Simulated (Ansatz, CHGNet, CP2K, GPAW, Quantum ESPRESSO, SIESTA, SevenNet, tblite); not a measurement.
# Running generalised stacking fault on (111) (glide set) of a GaP-AlP solid solution (72 atoms) with Quantum ESPRESSO

Aim: run generalised stacking fault on (111) (glide set) of a GaP-AlP solid solution (72 atoms) in Quantum ESPRESSO and see how near its forces come to a plane-wave reference, and at what cost.

Calculated with Quantum ESPRESSO 7.5; the method is named at each step.

## 1. The structure

The cell holds 72 atoms: 18 Al, 36 P and 18 Ga. Cell: a = 6.683 Å, b = 11.576 Å, c = 19.136 Å, α = 90.0°, β = 86.7°, γ = 90.0°. Zinc-blende GaP lattice (a = 5.4569 Å, the value set for the mixture), cell with z along [111], 1 x 3 x 2 periods; the third cell vector is tilted by 0.167 of 1/2[11-2] and lengthened by 0.2 Å, so the cell holds one fault (glide set); displaced by a Gaussian of 0.01 Å; 18 of 36 Ga sites given to Al at random (lattice constant by Vegard's rule between GaP and AlP). Then every atom was moved at random, 0.02 Å r.m.s. a Cartesian component. The structure's axis is c.

The yardstick, on the same geometry:

```
method                                           : Kohn-Sham DFT, PBE, PAW, plane waves (Ansatz 0.2.0); cutoff 420 eV, Γ point, fermi-dirac smearing of 0.05 eV; PAW set soft_2
r.m.s. force component                           : 0.5074 eV/Å
longest force                                    : 3.049 eV/Å
pressure                                         : 2.982 GPa
gap (highest filled to lowest empty level) : 0.4477 eV
SCF cycles                                       : 9
time                                             : 18 s on 4 threads of Arm Neoverse V1, shared host
CPU time                                         : 68 s
```

## 2. PBE, sssp-1.3.0-efficiency, 60/480 Ry

Method: Kohn-Sham DFT, PBE, SSSP efficiency 1.3.0 pseudopotentials, plane waves.

pw.in reads:

```
&control
  calculation = 'scf'
  pseudo_dir = './pseudo'
  outdir = './tmp'
  disk_io = 'none'
  tprnfor = .true.
  tstress = .true.
/
&system
  ibrav = 0
  nat = 72
  ntyp = 3
  ecutwfc = 60
  ecutrho = 480
  nosym = .true.
  occupations = 'smearing'
  smearing = 'fd'
  degauss = 0.003675
/
&electrons
  conv_thr = 3.6e-07
  electron_maxstep = 100
  mixing_beta = 0.2
  mixing_mode = 'local-TF'
  diagonalization = 'david'
/
ATOMIC_SPECIES
Al 26.982 Al.upf
P 30.974 P.upf
Ga 69.723 Ga.upf
CELL_PARAMETERS angstrom
6.68331 0.00000 0.00000
0.00000 11.57583 0.00000
1.11391 0.00000 19.10326
ATOMIC_POSITIONS crystal
Al 0.49910 0.16668 0.02011
P 0.47777 0.16411 0.14422
Ga 0.80342 0.16585 0.18570
P 0.78771 0.16897 0.31006
Ga 0.00011 0.00010 0.02015
P 0.97238 0.00000 0.14651
Al 0.30306 0.99910 0.18587
P 0.28734 0.00170 0.30980
Ga 0.61005 0.00061 0.34969
P 0.59098 0.00153 0.47553
Al 0.49057 0.49816 0.02000
P 0.47810 0.50438 0.14357
Ga 0.79660 0.50009 0.18665
P 0.77956 0.49795 0.30842
Al 0.99762 0.33096 0.02221
P 0.97439 0.32984 0.14389
Ga 0.30155 0.33481 0.18468
P 0.27792 0.33676 0.31137
Al 0.60557 0.33542 0.34834
P 0.59145 0.33435 0.47246
Ga 0.11028 0.16777 0.35011
P 0.08762 0.16845 0.47257
Ga 0.41560 0.16816 0.51475
P 0.39430 0.16770 0.63720
Al 0.72261 0.16675 0.68013
P 0.69290 0.16470 0.80431
Ga 0.91377 0.00079 0.51403
P 0.89533 0.99653 0.63807
Al 0.21459 0.99992 0.68043
P 0.19913 0.00077 0.80403
Ga 0.52615 0.00216 0.84341
P 0.51067 0.99767 0.96888
Ga 0.49723 0.83269 0.02001
P 0.47533 0.83239 0.14494
Al 0.80134 0.83770 0.18623
P 0.78093 0.83610 0.30937
Ga 0.99427 0.67004 0.02057
P 0.97762 0.66651 0.14476
Al 0.30117 0.66438 0.18638
P 0.28696 0.66735 0.31024
Al 0.61156 0.66763 0.35007
P 0.58637 0.66579 0.47604
Ga 0.10714 0.50090 0.34978
P 0.08669 0.49862 0.47640
Al 0.41101 0.49992 0.51526
P 0.39642 0.50102 0.64000
Al 0.71901 0.49804 0.68201
P 0.69475 0.50111 0.80224
Al 0.91344 0.33481 0.51651
P 0.89345 0.32979 0.64062
Al 0.22041 0.33406 0.68137
P 0.19618 0.33348 0.80614
Ga 0.53031 0.32756 0.84609
P 0.51082 0.33121 0.96945
Al 0.02343 0.16575 0.84562
P 0.01115 0.16687 0.96868
[... 12 atom lines left out ...]
Ga 0.02225 0.49965 0.84545
P 0.99955 0.50288 0.97150
Al 0.02635 0.83360 0.84616
P 0.00762 0.82940 0.97197
K_POINTS gamma
```

Started as:

```
$ OMP_NUM_THREADS=1 mpirun -np 4 pw.x -in pw.in > output.txt
```

Output:

```text
Program PWSCF
     gamma-point specific algorithms are used
     one sub-group per band group will be used
     scalapack distributed-memory algorithm (size of sub-group:  2*  2 procs)
     Parallelization info
     sticks:   dense  smooth     PW     G-vecs:    dense   smooth      PW
     Min        2635    1319    330               442711   156544   19564
     Max        2638    1322    332               442720   156547   19566
     Sum       10549    5285   1323              1770863   626183   78259
     bravais-lattice index     =            0
     lattice parameter (alat)  =      12.6296  a.u.
     unit-cell volume          =    9973.5056 (a.u.)^3
     number of atoms/cell      =           72
     number of atomic types    =            3
     number of electrons       =       468.00
     number of Kohn-Sham states=          281
     kinetic-energy cutoff     =      60.0000  Ry
     charge density cutoff     =     480.0000  Ry
     scf convergence threshold =      3.6E-07
     mixing beta               =       0.2000
     number of iterations used =            8  local-TF  mixing
     Exchange-correlation= SLA  PW   PBX  PBC
                           (   1   4   3   4   0   0   0)
     crystal axes: (cart. coord. in units of alat)
               a(1) = (   1.000000   0.000000   0.000000 )
               a(2) = (   0.000000   1.732050   0.000000 )
               a(3) = (   0.166670   0.000000   2.858353 )
     reciprocal axes: (cart. coord. in units 2 pi/alat)
               b(1) = (  1.000000  0.000000 -0.058310 )
               b(2) = (  0.000000  0.577350  0.000000 )
               b(3) = (  0.000000  0.000000  0.349852 )
     PseudoPot. # 1 for Al:
     Pseudo is Projector augmented-wave + core cor, Zval =  3.0
     PseudoPot. # 2 for P :
     Pseudo is Ultrasoft + core correction, Zval =  5.0
     PseudoPot. # 3 for Ga:
     Pseudo is Projector augmented-wave + core cor, Zval = 13.0
     atomic species   valence    mass     pseudopotential
     Al                3.00    26.98200     Al( 1.00)
     P                 5.00    30.97400     P ( 1.00)
     Ga               13.00    69.72300     Ga( 1.00)
     No symmetry found
   Cartesian axes
     number of k points=     1  Fermi-Dirac smearing, width (Ry)=  0.0037
                       cart. coord. in units 2pi/alat
        k(    1) = (   0.0000000   0.0000000   0.0000000), wk =   2.0000000
     Dense  grid:   885432 G-vectors     FFT dimensions: (  90, 160, 256)
     Smooth grid:   313092 G-vectors     FFT dimensions: (  64, 108, 180)
     Initial potential from superposition of free atoms
     starting charge     467.8998, renormalised to     468.0000
     Starting wfcs are  378 randomized atomic wfcs
     Self-consistent Calculation
     iteration #  1     ecut=    60.00 Ry     beta= 0.20
     Threshold (ethr) on eigenvalues was too large:
     Diagonalizing with lowered threshold
     total energy              =   -6221.44359333 Ry
     estimated scf accuracy    <       3.41439088 Ry
     iteration #  2     ecut=    60.00 Ry     beta= 0.20
     total energy              =   -6220.40661800 Ry
     estimated scf accuracy    <       2.50145789 Ry
     iteration #  3     ecut=    60.00 Ry     beta= 0.20
     total energy              =   -6220.96042940 Ry
     estimated scf accuracy    <       0.10246654 Ry
     iteration #  4     ecut=    60.00 Ry     beta= 0.20
     c_bands:  3 eigenvalues not converged
     total energy              =   -6221.31476472 Ry
     estimated scf accuracy    <       0.11039425 Ry
     iteration #  5     ecut=    60.00 Ry     beta= 0.20
     total energy              =   -6221.33037065 Ry
     estimated scf accuracy    <       0.10738749 Ry
     iteration #  6     ecut=    60.00 Ry     beta= 0.20
     total energy              =   -6221.33229939 Ry
     estimated scf accuracy    <       0.02616053 Ry
[...]
c_bands:  1 eigenvalues not converged
[...]
c_bands:  1 eigenvalues not converged
[...]
c_bands:  1 eigenvalues not converged
[...]
total energy              =   -6221.33603863 Ry
[...]
iteration # 38     ecut=    60.00 Ry     beta= 0.20
     total energy              =   -6221.33603865 Ry
     estimated scf accuracy    <       0.00000055 Ry
     iteration # 39     ecut=    60.00 Ry     beta= 0.20
     total energy              =   -6221.33603871 Ry
     estimated scf accuracy    <       0.00000040 Ry
     iteration # 40     ecut=    60.00 Ry     beta= 0.20
     End of self-consistent calculation
          k = 0.0000 0.0000 0.0000 ( 39130 PWs)   bands (ev):
    -8.8689  -8.7433  -8.7388  -8.7109  -8.6918  -8.6892  -8.6836  -8.6827
    -8.6778  -8.6668  -8.6609  -8.6458  -8.6326  -8.6267  -8.6229  -8.6214
    -8.6202  -8.6114  -8.6037  -8.6025  -8.6001  -8.5971  -8.5934  -8.5850
    -8.5733  -8.5636  -8.5585  -8.5583  -8.5565  -8.5527  -8.5454  -8.5436
    -8.5431  -8.5317  -8.5309  -8.5253  -8.5241  -8.5150  -8.5011  -8.4992
    -8.4942  -8.4848  -8.4818  -8.4631  -8.4529  -8.4450  -8.4438  -8.4337
[...]
9.1472   9.2377   9.2968   9.3288   9.3939   9.4646   9.5169   9.5378
     9.6532   9.7458   9.7714   9.7860   9.8463   9.9146   9.9525   9.9893
    10.0152  10.0466  10.0947  10.1367  10.1540  10.1909  10.2087  10.2413
    10.3468
     the Fermi energy is     7.2680 ev
!    total energy              =   -6221.33603870 Ry
     estimated scf accuracy    <       0.00000021 Ry
     smearing contrib. (-TS)   =      -0.00091957 Ry
     internal energy E=F+TS    =   -6221.33511912 Ry
     The total energy is F=E-TS. E is the sum of the following terms:
     one-electron contribution =   -2533.77218940 Ry
     hartree contribution      =    1609.79715901 Ry
     xc contribution           =    -892.85204754 Ry
     ewald contribution        =   -1775.82564555 Ry
     one-center paw contrib.   =   -2628.68239564 Ry
     convergence has been achieved in  40 iterations
     Forces acting on atoms (cartesian axes, Ry/au):
     atom    1 type  1   force =    -0.00316521   -0.02971391    0.05422458
     atom    2 type  2   force =     0.00116617    0.01358463   -0.00720447
     atom    3 type  3   force =    -0.01180278   -0.00202849    0.01552057
     atom    4 type  2   force =    -0.01248152   -0.00247221   -0.01317503
     atom    5 type  3   force =    -0.00198309   -0.00954087    0.05371280
     atom    6 type  2   force =     0.02701741    0.00311206   -0.02425638
[...]
atom   70 type  2   force =    -0.00026155   -0.03090679   -0.04936085
     atom   71 type  1   force =    -0.00895024   -0.01137812    0.00771876
     atom   72 type  2   force =     0.00282490    0.07697213   -0.09209068
     Total force =     0.292685     Total SCF correction =     0.001004
     Computing stress (Cartesian axis) and pressure
          total   stress  (Ry/bohr**3)                   (kbar)     P=       29.59
  -0.00019259  -0.00000596  -0.00002178          -28.33       -0.88       -3.20
  -0.00000596   0.00068095  -0.00000078           -0.88      100.17       -0.11
  -0.00002178  -0.00000078   0.00011518           -3.20       -0.11       16.94
     Message from routine punch:
     Nothing written, as per user request (disk_io='none')
```

The job ended after 13 min (4 MPI ranks of Arm Neoverse V1, shared host; peak memory 5.5 GiB; 50 min of CPU time).

Banners, paths, timers and routine set-up lines are dropped from the logs unmarked, and long logs keep their key lines alone; longer cuts are marked.

Numbers from this run, and their distance from the reference:

```
r.m.s. force component                           : 0.512 eV/Å
r.m.s. difference of force components            : 6.147 meV/Å
longest difference of force vectors              : 38.34 meV/Å
force difference over r.m.s. force               : 1.212 %
slope of forces against the reference's          : 1.009
correlation of force components                  : 1
gap (highest filled to lowest empty level) : 0.4491 eV
gap difference                                   : 0.0014 eV
pressure                                         : 2.959 GPa
pressure difference                              : -0.023 GPa
```

Length of the force difference by element (eV/Å):

```csv
element,atoms,mean,most
Al,18,0.0041,0.014
Ga,18,0.008,0.028
P,36,0.011,0.038
```

Levels nearest the highest filled one (eV from it): -1.80, -1.75, -1.67, -1.56, -1.49, -1.46, -1.23, -1.19, -1.19, -0.78, -0.72, 0.00, 0.45, 0.62, 0.81, 0.89, 0.94, 0.99, 1.14, 1.21, 1.31, 1.35, 1.40, 1.44.

A closer look about P72, which bears the longest force: 9 atoms, nearest first, numbered in the order of the input, with positions taken from that point.

```csv
atom,x,y,z,distance (Å),bonds,Fx,Fy,Fz (eV/Å)
P72,0.00,0.00,0.00,0.00,3,0.07,1.98,-2.37
Ga37,-0.04,-1.84,0.93,2.07,3,-0.04,-1.38,2.14
Ga5,0.00,1.98,0.92,2.18,3,-0.05,-0.25,1.38
Al71,-0.01,0.05,-2.40,2.40,4,-0.23,-0.29,0.20
Ga33,3.33,0.04,0.92,3.45,3,-0.11,-0.16,1.39
Ga33,-3.36,0.04,0.92,3.48,3,-0.11,-0.16,1.39
P70,-0.05,-3.78,-0.01,3.78,3,-0.01,-0.79,-1.27
P38,-0.01,-1.89,3.30,3.80,4,-0.09,0.22,0.04
P68,-3.31,-1.87,-0.09,3.80,3,0.17,-0.76,-0.88
```

Forces lie 1.2 % from the reference's, at 44 times its CPU time.

## 3. PBE, sssp-1.3.0-efficiency, 25/200 Ry

Method: Kohn-Sham DFT, PBE, SSSP efficiency 1.3.0 pseudopotentials, plane waves.

pw.in, as its differences from that of step 2:

```diff
@@ -12,4 +12,4 @@
   ntyp = 3
-  ecutwfc = 60
-  ecutrho = 480
+  ecutwfc = 25
+  ecutrho = 200
   nosym = .true.
```

Started as:

```
$ OMP_NUM_THREADS=1 mpirun -np 2 pw.x -in pw.in > output.txt
```

Output:

```text
[banner, memory and clock lines left out]
Program PWSCF
     gamma-point specific algorithms are used
     bravais-lattice index     =            0
     lattice parameter (alat)  =      12.6296  a.u.
     unit-cell volume          =    9973.5056 (a.u.)^3
     number of atoms/cell      =           72
     number of atomic types    =            3
     number of electrons       =       468.00
     number of Kohn-Sham states=          281
     kinetic-energy cutoff     =      25.0000  Ry
[... lines left out ...]
     scf convergence threshold =      3.6E-07
[... lines left out ...]
     number of k points=     1  Fermi-Dirac smearing, width (Ry)=  0.0037
[... lines left out ...]
     total energy              =   -6220.61533030 Ry
[... lines left out ...]
     total energy              =   -6219.45590944 Ry
[... lines left out ...]
     total energy              =   -6219.94444918 Ry
[... lines left out ...]
     total energy              =   -6219.95556363 Ry
[... lines left out ...]
     total energy              =   -6219.95556378 Ry
[... lines left out ...]
    -9.4943  -9.3860  -9.3596  -9.3330  -9.3321  -9.3240  -9.3186  -9.3167
    -9.3062  -9.3022  -9.2824  -9.2807  -9.2772  -9.2661  -9.2617  -9.2538
    -9.2466  -9.2440  -9.2373  -9.2301  -9.2220  -9.2201  -9.2191  -9.2178
[...]
9.7678   9.8534   9.8838   9.8986   9.9472  10.0275  10.0379  10.0592
    10.1233  10.1475  10.1992  10.2108  10.2441  10.2971  10.3205  10.3765
    10.4289
     the Fermi energy is     7.3609 ev
!    total energy              =   -6219.95556390 Ry
     estimated scf accuracy    <       0.00000018 Ry
     smearing contrib. (-TS)   =      -0.00043435 Ry
     internal energy E=F+TS    =   -6219.95512955 Ry
     The total energy is F=E-TS. E is the sum of the following terms:
     one-electron contribution =   -2525.08178440 Ry
     hartree contribution      =    1587.61577893 Ry
     xc contribution           =    -888.83036883 Ry
     ewald contribution        =   -1775.82564555 Ry
     one-center paw contrib.   =   -2617.83310969 Ry
     convergence has been achieved in  21 iterations
     Forces acting on atoms (cartesian axes, Ry/au):
     atom    1 type  1   force =    -0.00354479   -0.02948569    0.05464234
     atom    2 type  2   force =    -0.00868910   -0.00123681   -0.01980443
     atom    3 type  3   force =    -0.01341352   -0.00200748    0.01937977
[...]
atom   71 type  1   force =    -0.00979127   -0.01129495    0.00848224
     atom   72 type  2   force =     0.00392410    0.08569862   -0.12359647
     Total force =     0.358674     Total SCF correction =     0.001736
     Computing stress (Cartesian axis) and pressure
          total   stress  (Ry/bohr**3)                   (kbar)     P=       19.02
  -0.00030314  -0.00000865  -0.00002288          -44.59       -1.27       -3.37
  -0.00000865   0.00064600  -0.00000101           -1.27       95.03       -0.15
  -0.00002288  -0.00000101   0.00004510           -3.37       -0.15        6.63
     Message from routine punch:
     Nothing written, as per user request (disk_io='none')
```

The job ended after 4.4 min (2 MPI ranks; peak memory 1.5 GiB; 8.9 min of CPU time).

Numbers from this run, and their distance from the reference:

```yaml
r_m_s_force_component: 0.6275 eV/Å
r_m_s_difference_of_force_components: 239.8 meV/Å
longest_difference_of_force_vectors: 878.6 meV/Å
force_difference_over_r_m_s_force: 47.26 %
slope_of_forces_against_the_reference_s: 1.153
correlation_of_force_components: 0.9323
spacing_of_highest_filled_and_lowest_empty_level: 0.5418 eV
gap_difference: 0.0941 eV
pressure: 1.902 GPa
pressure_difference: -1.08 GPa
energy_less_the_same_level_run_s: 260.9 meV/atom
r_m_s_force_difference_from_the_same_level_run: 235 meV/Å
```

This is a coarse setting, run to see what it loses.

Against the first run (1.2 %), the force difference from the reference is 47 %, at 0.18 times the CPU time (on 2 against 4 cores) (21 SCF steps against 40): the cutoff matters here.

The difference per atom is largest on P (0.56 eV/Å on average, against 0.13 on Ga).

## 4. The ladder

Differences are against the plane-wave reference, forces as r.m.s. over components; share is that over the reference's r.m.s. force, slope the least-squares factor from reference forces to these. Total energies of different programs have different zeros and aren't compared.

```csv
run,"Δ force, r.m.s. (meV/Å)",share (%),slope,Δ pressure (GPa),Δ gap (eV),cores,CPU time,memory (GiB)
reference,-,-,-,-,-,4,68 s,1.6
"QE PBE, sssp-1.3.0-efficiency, 60/480 Ry",6.15,1.21,1.009,-0.023,0.0014,4,50 min,5.5
"QE PBE, sssp-1.3.0-efficiency, 25/200 Ry (coarse)",240,47.3,1.153,-1.08,0.0941,2,8.9 min,1.5
```

Rows marked coarse were listed beforehand as settings not expected to be converged; some can still land near the reference.

CPU time is summed over cores on a shared host, where runs went side by side, so it is rough. Symmetry, cutoffs, thresholds, outputs and thread counts weren't matched or tuned between programs; memory under MPI is the largest rank's times the ranks.

Within one program, basis, potentials and functional, energies share a zero. Each run against its twin at the usual cutoff or grid and solver:

```csv
run,twin,Δ energy (meV/atom),"Δ force, r.m.s. (meV/Å)",CPU time over the twin's
"QE PBE, sssp-1.3.0-efficiency, 25/200 Ry","sssp-1.3.0-efficiency, 60/480 Ry",261,235,0.18 (this twin ran on 4 cores)
```

## 5. Outcome

```json
{
  "nearest in forces": "QE PBE, sssp-1.3.0-efficiency, 60/480 Ry, 1.2 %",
  "its CPU time": "50 min"
}
```

In words: PBE on plane waves or a grid with other potentials, cutoffs or grids, coarse settings apart, differs from the reference by 1.2 % (QE PBE, sssp-1.3.0-efficiency, 60/480 Ry) of the r.m.s. force; this holds the reference's own error, so differences of a few per cent don't tell which side is nearer the exact PBE result (QE's 60 Ry are 816 eV, against the reference's 420 eV). Runs with settings chosen to be coarse differ by 47 % (QE PBE, sssp-1.3.0-efficiency, 25/200 Ry), their programs' other errors included. None of the electronic-structure runs in the table takes under half the reference's CPU time of 68 s; they take 7.8 to 44 times as much. At the same functional, gaps differ from the reference's 0.448 eV by between +0.00 and +0.09 eV. These are spacings on the run's k-points, which needn't hold the band edges. The reference's stress is far from hydrostatic: its diagonal is -2.8, 10.0, 1.7 GPa, compression counted positive. The host structure and its lattice constant were typed by rule, without a check against the phase diagram. The reference's pressure of 3.0 GPa belongs to a cell and atoms that aren't relaxed at this level. The electronic-structure runs sample only Γ, in a cell whose shortest periodic width is 7 Å.

[Also dropped from logs without a mark: logging warnings of Python, and SIESTA's first energy breakdown and zero terms.]

[Logs are printed without paths, hosts, clocks, repeated set-up lines and the standing remarks that a program may print on its own settings, such as how far it seeks lower states.]

[Hosts, paths, dates, database ids (printed as entryN), source tags and the programs' standing remarks are cut or masked in the printed files.]
